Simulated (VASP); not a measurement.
The system is ZnO.

```
CELL_PARAMETERS angstrom
3.23735 0.00000 0.00000
-1.61868 2.80363 0.00000
0.00000 0.00000 5.22206
ATOMIC_POSITIONS crystal
Zn 0.66667 0.33333 0.50059
Zn 0.33333 0.66667 0.00059
O 0.66667 0.33333 0.87972
O 0.33333 0.66667 0.37972
```

The cell is a database's computed one.

| Property | Result |
| --- | --- |
| Program | VASP 6.6.1 |
| Task | relaxation of cell and atoms |
| Functional | PBE |
| Potentials or basis | VASP PAW PBE potentials, release 64 (Zn, O) |
| Cutoff | 600 eV |
| k mesh | 9 × 9 × 6 |
| Occupations | gaussian, width 0.02 eV |
| Spin | no spin polarisation |

At the start: pressure 6.5 GPa; volume 11.85 Å³/atom.

Q: How do energy, volume and symmetry change on relaxing?

A: Over 5 steps the energy falls by 10.6 meV/atom and the volume is 12.39 Å³/atom (+4.6 %); space group P6_3mc (No. 186, to 0.05 Å).

Step by step:
```csv
step,energy change (eV),largest force (eV/Å),pressure (GPa),volume (Å³)
1,0.0000,0.0020,6.47,47.40
2,-0.0318,0.0006,-2.79,50.75
3,-0.0422,0.0009,0.03,49.59
4,-0.0422,0.0010,-0.10,49.63
5,-0.0422,0.0012,0.04,49.58
```

Final structure:
```
CELL_PARAMETERS angstrom
3.28589 0.00000 0.00000
-1.64295 2.84567 0.00000
0.00000 0.00000 5.30223
ATOMIC_POSITIONS crystal
Zn 0.66667 0.33333 0.50057
Zn 0.33333 0.66667 0.00057
O 0.66667 0.33333 0.87974
O 0.33333 0.66667 0.37974
```
